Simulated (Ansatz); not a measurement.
# 1T-CrO2 monolayer in a perpendicular field

Aim: how the 1T-CrO2 monolayer screens a field along its normal, and what the field does to its bands. A positive field points along +c.

Program: Ansatz 0.2.0. Level of theory: plane-wave DFT, PBE-D3(BJ), Ansatz PAW (set soft_1); PAW set soft_1. Results are calculated unless marked as measured.

Report form: the programs' logs are mostly left out.

**1. The structure**

The cell holds 3 atoms: 2 O and 1 Cr. Cell: a = 2.784 Å, b = 2.784 Å, c = 35.241 Å, α = 90.0°, β = 90.0°, γ = 120.0°. Vacuum lies along c.

**2. Relaxing the slab**

The starting cell is a guess, so the in-plane lattice and the atoms are relaxed first, with the slab cut off from its images along the normal.

File input.yaml:

```yaml
crystal:
  lattice:
    - [2.783753, 0.0, 0.0]
    - [-1.3918765, 2.4108008159, 0.0]
    - [0.0, 0.0, 35.2407170856]
  atoms:
    - { symbol: O, position: [0.6666666667, 0.3333333333, 0.4696272201] }
    - { symbol: Cr, position: [0.0, 0.0, 0.5], spin: 3.0 }
    - { symbol: O, position: [0.3333333333, 0.6666666667, 0.5303727799] }
  periodic: [true, true, false]
magnetization:
  spin_polarized: true
kpoints:
  mp_grid: { grid: [12, 12, 1] }
hamiltonian:
  xc: pbe
  dispersion: d3bj
  pseudopotentials: { kind: paw, azcp: { folder: soft_1 } }
scf:
  occupations: { method: fermi_dirac, width: 0.05 }
  convergence: { dr2_threshold: 1.0e-09 }
relax:
  f_tol: 0.004
  max_steps: 90
  cell: {}
output:
  write_potential: true
  write_density: true
  volumetric_format: npy
```

Launch:

```bash
$ ansatz run input.yaml --threads 2 --pin off --max-ram 3072MiB --backend cpu --events-out ev --progress --plain --runs-dir out
```

It took 42 s on 2 threads of Arm Neoverse V2, shared host; peak memory 0.56 GiB.

Relaxation path:

```
step  energy less that of the first step (eV)  largest force component (eV/Å)  volume (Å³)
   1                                   0.0000                          1.2919       236.50
   2                                  -0.1584                          0.4792       247.91
   3                                  -0.1768                          0.0285       252.88
   4                                  -0.1769                          0.0005       252.61
   5                                  -0.1769                          0.0001       252.77
  6*                                  -0.1873                          0.0014       252.77
   7                                  -0.1872                          0.0001       253.57
  8*                                  -0.1875                          0.0001       253.57
```

Relaxation steps marked * repeat the geometry before them on a plane-wave basis chosen anew for their cell, so energy and pressure can jump there.

The run keeps the 12 symmetry operations that it works with, so distortions that break them were not tested.

```
cell as run  before  after  change
      a (Å)   2.784  2.882  +3.5 %
      b (Å)   2.784  2.882  +3.5 %
```

The atoms that moved most (Å, along periodic axes as changes of fractional coordinates times the final cell, across vacuum about the mean position):

```
atom     dx     dy      dz  length
  O3  0.000  0.000  -0.118   0.118
  O1  0.000  0.000   0.118   0.118
```

Final coordinates:

```cif
data_structure
_symmetry_space_group_name_H-M 'P 1'
_symmetry_Int_Tables_number 1
_cell_length_a 2.8824
_cell_length_b 2.8824
_cell_length_c 35.2407
_cell_angle_alpha 90.000
_cell_angle_beta 90.000
_cell_angle_gamma 120.000
_cell_volume 253.57
loop_
_atom_site_label
_atom_site_type_symbol
_atom_site_fract_x
_atom_site_fract_y
_atom_site_fract_z
_atom_site_occupancy
O1 O 0.66667 0.33333 0.47297 1
Cr2 Cr 0.00000 0.00000 0.50000 1
O3 O 0.33333 0.66667 0.52703 1
```

Numbers from this step:

- energy at zero smearing: -4513.2461 eV
- total moment: 2.000 μB
- site moments: -0.04850, 1.734, -0.04850 μB

Site moment by atom:

```
atom  site moment (μB)
  O1             -0.05
 Cr2              1.73
  O3             -0.05
```

The lattice constant a goes from 2.784 to 2.882 Å.

**3. Single point, field 0**

A sawtooth potential applies the field, turning back in the middle of the vacuum. With the dipole correction the typed value is the field outside the slab. The induced dipole is small, so the SCF threshold is tight.

The cell differs from the one that the last finished run ended in (c 35.241 → 19.905 Å).

File input.yaml:

```yaml
crystal:
  lattice:
    - [2.8824420164, 0.0, 0.0]
    - [-1.4412210082, 2.4962680111, 0.0]
    - [0.0, 0.0, 19.9052284008]
  atoms:
    - { symbol: O, position: [0.6666666667, 0.3333333333, 0.4521425135], spin: -0.05 }
    - { symbol: Cr, position: [0.0, 0.0, 0.5], spin: 1.73 }
    - { symbol: O, position: [0.3333333333, 0.6666666667, 0.5478574865], spin: -0.05 }
magnetization:
  spin_polarized: true
kpoints:
  mp_grid: { grid: [18, 18, 1] }
  band_path:
    path: [[0, 0, 0], [0.5, 0, 0], [0.33333333, 0.33333333, 0], [0, 0, 0]]
    npoints: 16
hamiltonian:
  xc: pbe
  dispersion: d3bj
  pseudopotentials: { kind: paw, azcp: { folder: soft_1 } }
scf:
  occupations: { method: fermi_dirac, width: 0.02585 }
  convergence: { dr2_threshold: 1.0e-10 }
efield:
  axis: 3
  dipole_correction: true
  ramp_position: 0.97
  ramp_width: 0.06
  amplitude: 0
output:
  dos: { projected: true, e_range: [-6, 5] }
  write_potential: true
  write_density: true
  volumetric_format: npy
  elf: true
```

Run time: 23 s. Hardware: 2 threads; peak memory 0.48 GiB.

Numbers from this step:

```yaml
energy_at_zero_smearing: -4513.2448 eV
site_moments: -0.04856, 1.734, -0.04856 μB
work_function_upper_face: 6.998 eV
dipole_along_the_normal: 8.78e-8 e·Å
```

Running mean over a fixed 2.5 Å (it still follows the layers) of the planar mean; the ramp of the sawtooth is left out. Table of electron's electrostatic potential energy less the Fermi level by z:

z (Å), electron's electrostatic potential energy less the Fermi level (eV) and a bar from the least value:
```
      3.0       7.00 ##############################
      3.5       7.00 ##############################
      4.0       7.00 ##############################
      4.5       7.00 ##############################
      5.0       7.00 ##############################
      5.5       7.00 ##############################
      6.0       6.99 ##############################
      6.5       6.97 ##############################
      7.0       6.80 ##############################
      7.5       5.63 ############################
      8.0       2.76 ######################
      8.5      -1.03 ################
      9.0      -4.82 #########
      9.5      -8.38 ###
     10.0      -9.80 
     10.5      -7.79 ####
     11.0      -4.11 ##########
     11.5      -0.31 #################
     12.0       3.41 ########################
     12.5       5.99 ############################
     13.0       6.86 ##############################
     13.5       6.98 ##############################
     14.0       6.99 ##############################
     14.5       7.00 ##############################
     15.0       7.00 ##############################
     15.5       7.00 ##############################
     16.0       7.00 ##############################
     16.5       7.00 ##############################
     17.0       7.00 ##############################
```

The density of states has structure finer than the step of the table below, so its rows give means over 0.25 eV, whole bins alone (the curve runs from -6 to 1.99 eV). Peaks (eV: height): total -5.920: 5.16, -5.530: 5.23, -5.370: 5.06, -3.850: 4.76, -3.570: 6.40, -1.620: 4.65, -0.510: 4.94; up -5.920: 4.52, -5.310: 2.54, -3.850: 4.33, -0.730: 2.72, -0.510: 4.94, -0.320: 2.64, 0.260: 3.54; down -5.530: 3.69, -5.370: 3.21, -3.570: 4.95, -3.160: 3.00, -1.620: 3.38, 1.360: 4.57, 1.440: 3.65.

Table of density of states by energy, zero at the Fermi level; means over each step; values in states/eV a cell:

```
energy (eV)   total      up    down
      -5.75    2.45    1.54   0.910
      -5.50    3.46    1.54    1.92
      -5.25    3.71    1.85    1.85
      -5.00    3.40    1.13    2.28
      -4.75    2.28    1.04    1.24
      -4.50    2.43    1.07    1.36
      -4.25    1.86   0.782    1.08
      -4.00    1.57    1.32   0.251
      -3.75    3.24    1.99    1.25
      -3.50    4.00    1.56    2.44
      -3.25    3.02    1.16    1.86
      -3.00    1.73   0.622    1.11
      -2.75    1.21   0.531   0.679
      -2.50    1.57   0.717   0.856
      -2.25    2.35    1.09    1.26
      -2.00    1.61   0.734   0.879
      -1.75    2.22   0.928    1.29
      -1.50    1.22   0.780   0.443
      -1.25  0.0460  0.0460       0
      -1.00   0.481   0.481       0
      -0.75    1.58    1.58       0
      -0.50    3.05    3.05       0
      -0.25    1.92    1.92       0
       0.00    1.64    1.64       0
       0.25    1.97    1.97       0
       0.50   0.601   0.601       0
       0.75   0.532   0.532       0
       1.00  0.0552       0  0.0552
       1.25    1.56       0    1.56
       1.50    2.52       0    2.52
       1.75   0.888       0   0.888
```

Projected DOS per atom over height of the atomic layer and energy from the Fermi level. Layers: O Cr O from below.

Ten even steps from '0' (0.01 states/eV) to '9' (2.18 states/eV), each cell a mean:
```
050
090
010
010
131
141
181
060
010
101
404
404
303
212
525
636
323
323
424
545
555
343
```
Columns: height of the atomic layer (Å) from 9 to 10.9; rows upwards: energy from the Fermi level (eV) from -5.96 to 1.96.

Projected DOS per atom, spin up over height of the atomic layer and energy from the Fermi level. Layers: O Cr O from below.

Ten even steps from '_' (0.00 states/eV) to '@' (1.95 states/eV), each cell a mean:
```
______
______
______
__..__
..==..
..++..
..@@..
__##__
__..__
..__..
::__::
::__::
..__..
..__..
::..::
--::--
::::::
..__..
::..::
::::::
::--::
::--::
```
Columns: height of the atomic layer (Å) from 9 to 10.9; rows upwards: energy from the Fermi level (eV) from -5.96 to 1.96.

Projected DOS per atom, spin down over height of the atomic layer and energy from the Fermi level. Layers: O Cr O from below.

Ten even steps from '0' (0.00 states/eV) to '9' (2.18 states/eV), each cell a mean:
```
050
090
010
000
000
000
000
000
000
000
202
202
101
101
313
313
000
212
212
323
323
101
```
Columns: height of the atomic layer (Å) from 9 to 10.9; rows upwards: energy from the Fermi level (eV) from -5.96 to 1.96.

Deep bands are left out, so band numbers here count from the lowest band kept and differ from the log's. The electronic bands at the labelled points (eV, zero at the Fermi level; # counts the bands kept):

```
  point  up #6  up #7  up #8  up #9  down #5  down #6  down #7  down #8
      Γ  -1.67  -1.31  -1.31   0.71    -1.74    -1.74     1.07     1.07
halfway  -1.59  -0.51  -0.24   0.46    -2.65    -1.61     1.43     1.91
      M  -2.30  -0.75  -0.58  -0.07    -3.01    -2.35     1.24     1.97
halfway  -2.53  -0.83  -0.29   0.17    -3.19    -2.48     1.35     2.05
      K  -2.99  -1.04   0.15   0.15    -3.13    -2.96     1.29     2.26
halfway  -1.57  -0.57   0.09   0.26    -3.18    -1.61     1.72     1.90
      Γ  -1.67  -1.31  -1.31   0.71    -1.74    -1.74     1.07     1.07
```

Spin density in the ca plane at fractional y = 0.000, with atoms of Cr within 0.2 Å of it.

Ten even steps from '0' (0.0 e/Å³) to '9' (2.6 e/Å³), each cell a mean:
```
00000000000000000000002762000000000000000000
00000000000000000000000210000000000000000000
00000000000000000000000000000000000000000000
00000000000000000000000000000000000000000000
00000000000000000000000000000000000000000000
00000000000000000000000000000000000000000000
00000000000000000000001431000000000000000000
00000000000000000000004993000000000000000000
```
Columns run along c (16.0 Å, from fractional 0.07 to 0.88 of the cell), rows up along a (2.9 Å). Atoms in or near the plane, at fractional coordinates: Cr at (0.50, 0.00).

ELF in the ca plane at fractional y = 0.000, with atoms of Cr within 0.2 Å of it. It is the smooth field of the valence electrons, not physical close to the nuclei.

Ten even steps from '0' (0.00) to '9' (0.87), each cell a mean:
```
00000000000000000000026985100000000000000000
00000000000000000001212442221000000000000000
00000000000000000024652113564100000000000000
00000000000000000136775125775310000000000000
00000000000000000125764114775200000000000000
00000000000000000012432222342100000000000000
00000000000000000000114773110000000000000000
00000000000000000000027996200000000000000000
```
Columns run along c (16.0 Å, from fractional 0.07 to 0.88 of the cell), rows up along a (2.9 Å). Atoms in or near the plane, at fractional coordinates: Cr at (0.50, 0.00).

Valence density in the ca plane at fractional y = 0.000, with atoms of Cr within 0.2 Å of it. It is the smooth field of the valence electrons, not physical close to the nuclei.

Ten steps, logarithmic in the rise over the least value, from '0' (0 e/Å³) to '9' (18 e/Å³), each cell a mean:
```
00000000000000000000127996210000000000000000
00000000000000000000124664210000000000000000
00000000000000000001222222221000000000000000
00000000000000000001232222321000000000000000
00000000000000000001222222221000000000000000
00000000000000000001123443210000000000000000
00000000000000000000125875210000000000000000
00000000000000000000137997200000000000000000
```
Columns run along c (16.0 Å, from fractional 0.07 to 0.88 of the cell), rows up along a (2.9 Å). Atoms in or near the plane, at fractional coordinates: Cr at (0.50, 0.00).

The work function of the upper face is 7.00 eV.

**4. Atoms held, field 0.1 V/Å**

Edit input.yaml of step 3 so:

```diff
@@ -26,7 +26,6 @@
   dipole_correction: true
-  ramp_position: 0.97
-  ramp_width: 0.06
-  amplitude: 0
+  ramp_position: 0.9176
+  ramp_width: 0.1648
+  amplitude: 0.1
 output:
-  dos: { projected: true, e_range: [-6, 5] }
   write_potential: true
@@ -34,2 +33 @@
   volumetric_format: npy
-  elf: true
```

The job ended after 20 s (2 threads; peak memory 0.48 GiB).

The dipole is 0.0121 e·Å.

**5. Atoms held, field -0.1 V/Å**

Edit input.yaml of step 4 so:

```diff
@@ -28,3 +28,3 @@
   ramp_width: 0.1648
-  amplitude: 0.1
+  amplitude: -0.1
 output:
```

Run time: 20 s. Hardware: 2 threads; peak memory 0.48 GiB.

The dipole is -0.0121 e·Å.

**6. Response, atoms held**

This step: plane-wave DFT, PBE-D3(BJ), Ansatz PAW (set soft_1); response to a field along the normal, atoms held; PAW set soft_1 (Ansatz 0.2.0).

The dipoles give the slope, and the difference of two potentials shows where the field is screened.

Numbers from this step:

```
equivalent conductor thickness p/(ε₀AE) : 3.053 Å
distance between the outer atoms        : 1.905 Å
```

Table of dipole of the cell by applied field:

```
applied field (V/Å)  dipole of the cell (e·Å)
            -0.1000                   -0.0121
             0.0000                    8.8e-8
             0.1000                    0.0121
```

The total moment stays at 2 μB for applied field from -0.1 to 0.1 V/Å.

Local field over the applied field, running mean. From the potentials at -0.1 and 0.1 V/Å; running mean over 2.5 Å. The local field over applied field by z:

```
z (Å)  local field over applied field
  4.5                           1.000
  5.0                           1.000
  5.5                           0.998
  6.0                           0.993
  6.5                           0.977
  7.0                           0.926
  7.5                           0.812
  8.0                           0.652
  8.5                           0.473
  9.0                           0.300
  9.5                           0.170
 10.0                           0.129
 10.5                           0.188
 11.0                           0.331
 11.5                           0.507
 12.0                           0.684
 12.5                           0.838
 13.0                           0.940
 13.5                           0.981
 14.0                           0.995
 14.5                           0.999
 15.0                           1.000
 15.5                           1.000
```

The induced electron density oscillates, so the rows of the table below give means over windows of 0.5 Å about each position, cut where the curve ends. Its maxima inside the range that stand out by 2 % of the span (Å: e/Å³ per V/Å): 8.40: 0.00421, 9.29: 0.00178, 10.91: -9.8e-4. Its minima: 8.99: 9.8e-4, 10.62: -0.00178, 11.50: -0.00421.

Electrons, planar mean, per unit field. The induced electron density by z; means over each step:

```
z (Å)  induced electron density (e/Å³ per V/Å)
  4.5                                   3.9e-7
  5.0                                   1.6e-6
  5.5                                   6.2e-6
  6.0                                   2.6e-5
  6.5                                   9.5e-5
  7.0                                   3.4e-4
  7.5                                  0.00110
  8.0                                  0.00280
  8.5                                  0.00370
  9.0                                  0.00153
  9.5                                   8.9e-4
 10.0                                  -4.1e-5
 10.5                                 -0.00116
 11.0                                 -0.00176
 11.5                                 -0.00385
 12.0                                 -0.00244
 12.5                                  -8.7e-4
 13.0                                  -2.7e-4
 13.5                                  -7.4e-5
 14.0                                  -1.9e-5
 14.5                                  -4.9e-6
 15.0                                  -1.2e-6
 15.5                                  -3.0e-7
```

By hand: between -0.1 and 0.1 V/Å the dipole changes by 0.02428 e·Å, a slope of 0.1214 e·Å²/V. A perfect conductor of thickness t has p = ε₀AEt, so t = 180.95 × 0.1214 / 7.195 = 3.05 Å (e/ε₀ = 180.95 V·Å, A in Å²).

The induced dipole is that of a conductor 3.05 Å thick.

**7. Results**

- gap without field: none
- work function, upper face: 7.00 eV
- equivalent conductor thickness, atoms held: 3.05 Å

What this shows: The induced dipole equals that of a perfect conductor 3.05 Å thick, while the outer atoms lie 1.91 Å apart. There is no gap over 0.03 eV, with or without the field. For an open d or f shell that can be the fault of a semilocal functional without a Hubbard term. The magnetic order is the one reached from the typed start; other orders were not compared.

[Logs are printed without paths, hosts, clocks, repeated set-up lines and the standing remarks that a program may print on its own settings, such as how far it seeks lower states.]

[Hosts, paths, dates, database ids (printed as entryN), source tags and the programs' standing remarks are cut or masked in the printed files.]

[Maps of the electrostatic potential energy from Ansatz leave out the sawtooth potential of an applied field or a dipole correction, so their vacuum need not be flat; planar profiles and work functions include it.]
